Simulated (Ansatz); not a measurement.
Runs of Ansatz 0.2.0 on Os. Symmetry: Fm-3m, No. 225, cubic system. Conventional cell: a = 3.890 Å, b = 3.890 Å, c = 3.890 Å, α = 90.00°, β = 90.00°, γ = 90.00°. Os (site symmetry m-3m) is surrounded by 12 Os at 2.75 Å. This isn't the form of Os at room conditions, which is hcp.

| task | level | potentials or basis | spin | U | cell | k mesh | cutoff (eV) | smearing | points for each segment of the path | double counting | hubbard projectors | atoms under strain | other keys | mesh quality | gap on the mesh (eV) | pressure (GPa) |
| --- | --- | --- | --- | --- | --- | --- | --- | --- | --- | --- | --- | --- | --- | --- | --- | --- |
| single point | PBE0 | Ansatz PAW earlier set | off | - | as given | 7 × 7 × 7 | 480 | fermi-dirac 0.05 eV | - | - | - | - | - | coarse | none | (a) |
| projected density of states | LDA | Ansatz PAW | SOC, no magnetisation | - | cell strained at random at fixed volume | 9 × 9 × 9 | 420 | methfessel-paxton 0.01 eV | - | - | - | - | - | not flagged | none | -24.3 |
| electric field gradients | r2SCAN+D3(BJ) | Ansatz PAW | off | - | as given | 12 × 12 × 12 | 500 | fermi-dirac 0.15 eV | - | - | - | - | - | not flagged | none | (b) |
| band structure | r2SCAN+D3(BJ) | PseudoDojo stringent (PBEsol files) | off | - | as given | 12 × 12 × 12 | 1007 | fermi-dirac 0.025 eV | 14 | - | - | - | basis.ecutrho_ratio = 9 | not flagged | none | -23.7 |
| single point | LDA | JTH PAW LDA | off | - | as given | 12 × 12 × 12 | 600 | tetrahedron | - | - | - | - | - | not flagged | none | -25.7 |
| density of states | r2SCAN+rVV10 | PseudoDojo standard (PBE files) | SOC, no magnetisation | - | as given | 12 × 12 × 12 | 1007 | cold 0.05 eV | - | - | - | - | - | not flagged | none | - |
| elastic constants | PBE+D3(BJ)+U | Ansatz PAW | off | Os d U = 7.0 eV | as given | 7 × 7 × 7 | 420 | fermi-dirac 0.1 eV | - | amf | ortho-atomic (the default) | relaxed | hamiltonian.dispersion = d3bj | coarse | none | -7.7 |

Question: Estimate the missing entries.

Answer: (a) -21.4; (b) -20.1.

Caveats: some runs use coarse meshes; so large a pressure means that the cell lies far from this level's equilibrium, or that cutoff or potentials fall short (some runs); pairwise dispersion overbinds metals, which lowers pressure and volume (some runs); the PAW data sets come from PBE, with cores solved anew for the run's functional, which leaves a small shift of forces and pressure (some runs); the dispersion damping was fitted for another functional or another form of the correction (some runs); the potentials were made for another functional, which shifts forces and pressure (some runs); the thresholds are loose for stress (some runs); the meta-GGA runs on potentials made for a GGA (some runs).

A k mesh can miss the band edges, and rows without SOC leave out spin-orbit coupling on Os.

A gap of «none» marks a metal or a gap under the smearing width.

The runs don't all hold the same shells in valence.
